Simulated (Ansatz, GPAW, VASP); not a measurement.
**GaSb: 3 runs at one level of theory**

```
Sb Ga
1.0
     0.00000    3.05900    3.05900
     3.05900    0.00000    3.05900
     3.05900    3.05900    0.00000
Sb Ga
1 1
Cartesian
  4.5885 4.5885 4.5885
  0.0000 0.0000 0.0000
```

Alike in all runs: task single point; functional PBE; k mesh 8 × 8 × 8; occupations gaussian, width 0.05 eV; no spin polarisation; no spin-orbit coupling. Pressure is positive in compression and, in plane waves, holds the error of the finite cutoff.

| program and potentials | plane-wave cutoff (eV) | notes | band gap (eV) | pressure (GPa) |
| --- | --- | --- | --- | --- |
| GPAW, GPAW PAW data sets (gpaw-data 1.2.1) | 600 | - | 0.09 | 2.32 |
| Ansatz, all-electron LAPW, scalar-relativistic | - | - | ? | ? |
| VASP, PBE PAW files Ga_d, Sb, 520 eV | 520 | - | 0.04 | 2.41 |

Problem. Estimate from the other rows what the run with Ansatz, all-electron LAPW, scalar-relativistic gave.

Solution. Band gap 0.04 eV; pressure 2.33 GPa. The other rows, which needn't bracket it: band gap 0.04 to 0.09; pressure 2.32 to 2.41.
